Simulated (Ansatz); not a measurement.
**Bond compression in Sb**

```
Sb
1.0
     2.15420    1.24373    3.75800
    -2.15420    1.24373    3.75800
     0.00000   -2.48746    3.75800
Sb
2
Direct
  0.23349 0.23349 0.23349
  0.76651 0.76651 0.76651
```

The cell is entry 5000214 of the Crystallography Open Database, unrelaxed.

Its shortest bond, of 2.908 Å between atom 1 (Sb) and the nearest image of atom 2 (Sb), is scaled by moving both atoms along it, with the cell held. The force apart is half the difference of the two atoms' forces along the bond; it holds the pull and push of their other neighbours too.

Level of theory: DFT with PBE, scalar-relativistic, in Ansatz 0.2.0; a Γ-centred 9×9×9 k mesh, Fermi–Dirac smearing of 0.05 eV, no spin polarisation. LAPW: all electrons, basis error target 1 meV/atom; PAW: frozen-core files, cutoff 420 eV.

Energies are extrapolated to zero smearing and count from the unscaled cell; pressure is positive in compression; gaps take the mesh and a band path. No temperature or zero-point motion is included.

Spin–orbit coupling is left out, which matters for the heavy atoms.

```
bond (Å)  force apart (eV/Å)  P LAPW (GPa)  ΔE LAPW (eV/atom)  P PAW − LAPW (GPa)  ΔE PAW − LAPW (meV/atom)  force PAW − LAPW (eV/Å)
   2.908                0.09          2.75              0.000               -0.01                       0.0                    0.000
   2.559                2.94             ?              0.215                0.00                       0.0                    0.002
   2.210               11.74          24.5              1.360                0.02                       1.0                    0.015
```

Q: Fill in "P LAPW (GPa)" for the row "2.559".

A: 7.99.

Q: How do the Löwdin populations by LAPW change from the unscaled cell to the last row, on the two atoms of the bond?

A: Sb1 5s 1.79 → 1.68, Sb1 5p 3.18 → 3.29, Sb2 5s 1.79 → 1.68, Sb2 5p 3.18 → 3.29 electrons an atom. These are projections on the shells that the free atoms fill; 0.07 e a cell lies outside them at the start and 0.11 e at the end.
